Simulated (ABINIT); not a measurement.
The system is ScAl3.

```
Sc Al
1.0
     4.08781    0.00000    0.00000
     0.00000    4.08781    0.00000
     0.00000    0.00000    4.08781
Sc Al
1 3
Direct
  0.00000 0.00000 0.00000
  0.50000 0.50000 0.00000
  0.00000 0.50000 0.50000
  0.50000 0.00000 0.50000
```

The cell is a database's computed one.

Program: ABINIT 10.8.3 (patched build). Alike in all runs: no spin polarisation; cell as given; smearing fermi-dirac 0.05 eV.

**Question.** Order these runs on this cell by their pressure, lowest first.
A. level HCTH407; potentials or basis JTH PAW PBE v2.0; k mesh 7 × 7 × 7; cutoff (eV) 544; fine-grid cutoff 1088.46 eV
B. level PBEsol; potentials or basis JTH PAW PBE v2.0; k mesh 7 × 7 × 7; cutoff (eV) 408; fine-grid cutoff 816.342 eV
C. level LDA; potentials or basis JTH PAW LDA v2.0; k mesh 6 × 6 × 6; cutoff (eV) 544; fine-grid cutoff 1088.46 eV
D. level PBE; potentials or basis JTH PAW PBE v2.0; k mesh 7 × 7 × 7; cutoff (eV) 408; fine-grid cutoff 816.342 eV
E. level RPBE; potentials or basis JTH PAW PBE v2.0; k mesh 7 × 7 × 7; cutoff (eV) 544; fine-grid cutoff 1088.46 eV

**Answer.** A (-5.7 GPa), C (-3.8 GPa), B (-1.0 GPa), D (1.0 GPa), E (2.9 GPa).

Caveats: the PAW data sets were made with another functional, which shifts forces and pressure a little (some runs).

Not every run made on this cell is shown here.
